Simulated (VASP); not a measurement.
Input of a VASP 6.6.1 run:

Contents of INCAR:

```
SYSTEM = Te
PREC = Accurate
ENCUT = 600
EDIFF = 1E-6
ISMEAR = 0
SIGMA = 0.03
LREAL = .FALSE.
LASPH = .TRUE.
NELM = 80
ALGO = Normal
ISIF = 3
LWAVE = .FALSE.
LCHARG = .FALSE.
METAGGA = R2SCAN
LMIXTAU = .TRUE.
IBRION = 2
NSW = 90
EDIFFG = -0.01
KPAR = 2
```

The input KPOINTS:

```
Automatic mesh
0
G
  9 9 6
  0 0 0
```

File POSCAR:

```
Te
1.0
    4.4540000000      0.0000000000      0.0000000000
   -2.2270000000      3.8572771485      0.0000000000
    0.0000000000      0.0000000000      5.9240000000
Te
3
Direct
    0.2690000000      0.0000000000      0.3333333333
    0.0000000000      0.2690000000      0.6666666667
    0.7310000000      0.7310000000      0.0000000000
```

Potentials or basis: VASP PAW PBE potentials, release 64 (Te).

Launch:

```sh
$ cat potpaw_PBE.64/Te/POTCAR > POTCAR
$ mpirun -np 2 vasp_std > vasp.out
```

Q: Predict the band gap on the k mesh.

A: 0.53 eV, direct.

Q: What does it give for the relaxed volume?

A: 36.22 Å³/atom.

Q: Estimate the relaxed cell.

A: a = 4.607 Å, b = 4.607 Å, c = 5.913 Å, α = 90.00°, β = 90.00°, γ = 120.00°.

Final structure:
```yaml
crystal:
  lattice:
    - [4.60662, 0.00000, 0.00000]
    - [-2.30331, 3.98945, 0.00000]
    - [0.00000, 0.00000, 5.91302]
  atoms:
    - { symbol: Te, position: [0.25513, 0.00000, 0.33333] }
    - { symbol: Te, position: [0.00000, 0.25513, 0.66667] }
    - { symbol: Te, position: [0.74487, 0.74487, 0.00000] }
```

Caveat: the PAW data sets were made with another functional, which shifts forces and pressure a little; spin-orbit coupling is left out, which moves the levels of the heavy elements; an odd mesh through Γ misses points on the zone boundary, where band edges often lie.
